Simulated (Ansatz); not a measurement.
**NaH (CsCl type): a single-point run**

Aim: a sound single-point run of NaH (CsCl type). The structure is shown as the input types it.

Method: DFT, PBE, all-electron LAPW, scalar-relativistic, in Ansatz 0.2.0.

2 further runs of the same task are left out: 2 that didn't finish. Runs told in other sessions of the task aren't counted.

## Step 1: The structure to begin with

The structure is cubic, space group Pm-3m (No. 221). The conventional cell has a = 2.164 Å, b = 2.164 Å, c = 2.164 Å, α = 90.00°, β = 90.00°, γ = 90.00°. Na (site symmetry m-3m) has 8 H at 1.87 Å in its first shell of neighbours. H (site symmetry m-3m) has 8 Na at 1.87 Å in its first shell of neighbours.

As a file:

```cif
data_structure
_symmetry_space_group_name_H-M 'Pm-3m'
_symmetry_Int_Tables_number 221
_cell_length_a 2.1640
_cell_length_b 2.1640
_cell_length_c 2.1640
_cell_angle_alpha 90.000
_cell_angle_beta 90.000
_cell_angle_gamma 90.000
_cell_volume 10.13
loop_
_atom_site_label
_atom_site_type_symbol
_atom_site_symmetry_multiplicity
_atom_site_Wyckoff_symbol
_atom_site_fract_x
_atom_site_fract_y
_atom_site_fract_z
_atom_site_occupancy
Na1 Na 1 a 0.00000 0.00000 0.00000 1
H1 H 1 b 0.50000 0.50000 0.50000 1
```

## Step 2: Running it

File input.yaml:

```yaml
crystal:
  lattice:
    - [2.16402765, 0.0, 0.0]
    - [0.0, 2.16402765, 0.0]
    - [0.0, 0.0, 2.16402765]
  atoms:
    - { symbol: Na, position: [0.0, 0.0, 0.0] }
    - { symbol: H, position: [0.5, 0.5, 0.5] }
kpoints:
  mp_grid: { grid: [12, 12, 12] }
scf:
  occupations: { method: fermi_dirac, width: 0.08 }
  max_iter: 60
hamiltonian:
  xc: pbe
  pseudopotentials: { kind: all_electron, lapw: { basis_error: 0.001 } }
output:
  forces: true
  stress: true
  eigenvalues: true
  populations: true
```

On the command line:

```bash
$ ansatz run input.yaml --threads 1 --pin off --max-ram 2048MiB --backend cpu --events-out ev --progress --plain --runs-dir out
```

**Question.** How will this run end, and is anything wrong with its input?

The program finished normally. It gives a pressure of 131 GPa, which is large; a structure far from rest gives such values too, whatever the setting.

All distances are much too short, so cores begin to overlap. The shortest distance in the input is 1.87 Å, between atoms 1 (Na) and 2 (H).

Remedy: restore the intended size.
